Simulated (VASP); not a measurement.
Crystal: PtS2.

```xyz
3
Lattice="3.5432 0.0000 0.0000 -1.7716 3.0685 0.0000 0.0000 0.0000 5.0388" Properties=species:S:1:pos:R:3 pbc="T T T"
Pt    0.0000    0.0000    0.0000
S     1.7716    1.0228    3.8950
S     0.0000    2.0457    1.1438
```

Base run:

* Program: VASP 6.6.1
* Functional: r2SCAN-EpsX
* Potentials or basis: VASP PAW PBE potentials, release 64 (Pt, S)
* Cutoff: 520 eV
* k mesh: 5 × 5 × 3
* Occupations: fermi-dirac, width 0.05 eV
* Spin: no spin polarisation

Its results: band gap on the k mesh 1.78 eV, indirect (least direct gap 1.95 eV); pressure 8.2 GPa; largest force 1.140 eV/Å.

Task: The run is repeated on the same cell with these changes: functional from r2SCAN-EpsX to TPSSh; exchange at q = 0 from default to truncated. What comes out?

Result: Band gap on the k mesh 1.84 eV, indirect (least direct gap 2.03 eV); pressure 8.9 GPa; largest force 1.168 eV/Å.

Caveats: the PAW data sets were made with another functional, which shifts forces and pressure a little; spin-orbit coupling is left out, which moves the levels of the heavy elements; an unscreened hybrid on a path of extra k points without a Coulomb cutoff has errors near the mesh points, so the bands along the path aren't reliable (some runs); an odd mesh through Γ misses points on the zone boundary, where band edges often lie (some runs); the mesh misses the band edges, which the band path finds closer together (some runs).

Not every run made on this cell is shown here.
